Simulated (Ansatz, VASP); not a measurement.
## SrCl2: VASP beside Ansatz

```
CELL_PARAMETERS angstrom
0.19606 3.48550 3.48550
3.68156 0.00000 3.68156
3.48550 3.48550 0.19606
ATOMIC_POSITIONS crystal
Sr 0.00000 0.00000 0.00000
Cl 0.25000 0.25000 0.25000
Cl 0.75000 0.75000 0.75000
```

Change from the starting cell: strain +0.1125 x Voigt [0, 0, 0, 0, 1, 0], atoms carried along.

Alike in both runs: task single point; functional PBEsol; k mesh 6 × 6 × 6; occupations gaussian, width 0.05 eV; no spin polarisation.

|  | VASP | Ansatz |
| --- | --- | --- |
| version | VASP 6.6.1 | Ansatz 0.2.0 |
| potentials or method | VASP PAW PBE potentials, release 64 (Sr_sv, Cl) | scalar-relativistic, plane waves, PAW |
| plane-wave cutoff (eV) | 520 | 420 |
| valence electrons in the cell | 24 | 24 |

|  | VASP | Ansatz | Ansatz less VASP |
| --- | --- | --- | --- |
| gap on the k mesh at the Fermi level (eV) | 5.16 | 5.17 | +0.011 |
| least direct gap on the mesh (eV) | 5.40 | 5.41 | +0.003 |
| pressure (GPa) | -0.2 | -0.4 | -0.13 |
| largest component of the traceless stress (GPa) | 1.66 | 1.60 | -0.056 |
| rms of the force components (eV/Å) | 0.124 | 0.118 | -0.0060 |

Atom by atom the forces differ by 0.006 eV/Å (rms over components). With one functional, cell and mesh, what is left measures potentials, basis and numerics.

Caveats: the PAW data sets were made with another functional, which shifts forces and pressure a little (VASP). A k mesh can miss the band edges.
